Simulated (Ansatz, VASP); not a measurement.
# Two plane-wave programs on Fe

The input POSCAR:

```
Fe
1.0
    2.3074933203      0.0000000000      0.0000000000
    0.0000000000      2.3074933203      0.0000000000
    0.0000000000      0.0000000000      2.3074933203
Fe
1
Direct
    0.0000000000      0.0000000000      0.0000000000
```

Contents of INCAR.step1:

```
SYSTEM = Fe
  ALGO = Normal
  EDIFF = 1E-4
  ENCUT = 520
  GGA = PE
  ISMEAR = 0
  ISPIN = 2
  LASPH = .TRUE.
  LCHARG = .FALSE.
  LMAXMIX = 4
  LREAL = .FALSE.
  LWAVE = .TRUE.
  MAGMOM = 4
  NBANDS = 14
  NELM = 150
  PREC = Accurate
  SIGMA = 0.1
```

File INCAR.step2:

```
SYSTEM = Fe
  ALGO = Normal
  EDIFF = 1E-6
  ENCUT = 520
  ISIF = 2
  ISMEAR = 0
  ISPIN = 2
  ISTART = 1
  LASPH = .TRUE.
  LCHARG = .FALSE.
  LMAXMIX = 4
  LMIXTAU = .TRUE.
  LORBIT = 11
  LREAL = .FALSE.
  LWAVE = .FALSE.
  MAGMOM = 4
  METAGGA = R2SCAN
  NBANDS = 14
  NELM = 150
  PREC = Accurate
  SIGMA = 0.1
```

KPOINTS

```
k-points
0
G
  8 8 8
  0 0 0
```

Input for Ansatz:

```yaml
crystal:
  lattice:
    - [2.3074933203, 0.0, 0.0]
    - [0.0, 2.3074933203, 0.0]
    - [0.0, 0.0, 2.3074933203]
  atoms:
    - { symbol: Fe, position: [0.0, 0.0, 0.0], spin: 4.0 }
basis:
  ecutwfc: 500
kpoints:
  mp_grid: { grid: [8, 8, 8] }
hamiltonian:
  xc: r2scan
scf:
  occupations: { method: gaussian, width: 0.1 }
  lower_state_search: "off"
output:
  forces: true
  stress: true
  eigenvalues: true
  populations: true
magnetization:
  spin_polarized: true
```

Alike in both runs: task single point; functional r2SCAN; k mesh 8 × 8 × 8; occupations gaussian, width 0.1 eV; collinear spin.

|  | VASP | Ansatz |
| --- | --- | --- |
| version | VASP 6.6.1 | Ansatz 0.2.0 |
| potentials or method | VASP PAW PBE potentials, release 64 (Fe) | scalar-relativistic, plane waves, PAW |
| plane-wave cutoff (eV) | 520 | 500 |
| valence electrons in the cell | 8 | 16 |

|  | VASP | Ansatz | Ansatz less VASP |
| --- | --- | --- | --- |
| gap on the k mesh at the Fermi level (eV) | none | none | - |
| pressure (GPa) | 12.8 | 12.8 | 0.00 |
| net moment per atom (μB) | 2.41 | 2.40 | -0.007 |
| size of the moment on the site where the two differ most (μB) | 2.44 | 2.45 | +0.004 |

Site moments also hang on the region over which each program counts them. A gap of «none» marks a metal or a gap that the smearing closes. The two sets of potentials don't hold the same shells in valence. Ansatz warned: «stability_check_not_made».

Caveats: the PAW data sets were made with another functional, which shifts forces and pressure a little (VASP).
